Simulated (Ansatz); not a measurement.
Here is an Ansatz 0.2.0 calculation.

Contents of input.yaml:

```yaml
crystal:
  lattice:
    - [-1.435339, 1.45616, 1.37738]
    - [1.445966, -1.401864, 1.331593]
    - [1.475059, 1.441584, -1.320451]
  atoms:
    - { symbol: Cu, position: [-0.021494, 0.017208, -0.063359] }
hamiltonian:
  xc: pbe
  pseudopotentials: { kind: paw }
  dispersion: d3bj
  hubbard:
    sites: [{ species: Cu, l: d, u_eff: 4.0 }]
    projectors: all-electron-atomic
    double_counting: amf
kpoints:
  mp_grid: { grid: [10, 10, 10] }
scf:
  occupations: { method: tetrahedron }
output:
  forces: true
  stress: true
  eigenvalues: true
  write_density: true
  write_potential: true
  elf: true
  volumetric_format: npy
```

Potentials or basis: Ansatz PAW.

Run with:

```bash
$ ansatz run input.yaml --threads 1 --pin off --max-ram 2560MiB --backend cpu --events-out ev --progress --plain --runs-dir out
```

Question: Predict the band gap on the k mesh.

Answer: None (metal or under the smearing width).

Question: Predict the pressure.

Answer: -1.1 GPa.

Stress tensor (GPa, compression positive):
```
-0.81 -3.38 -0.36
-3.38 -1.40 -3.92
-0.36 -3.92 -1.14
```

Caveat: U without spin polarisation on a metal has little footing; pairwise dispersion overbinds metals, which lowers pressure and volume; the U is typed as a test and isn't derived for this compound; with tetrahedron occupations forces and stress needn't match the slope of the energy.
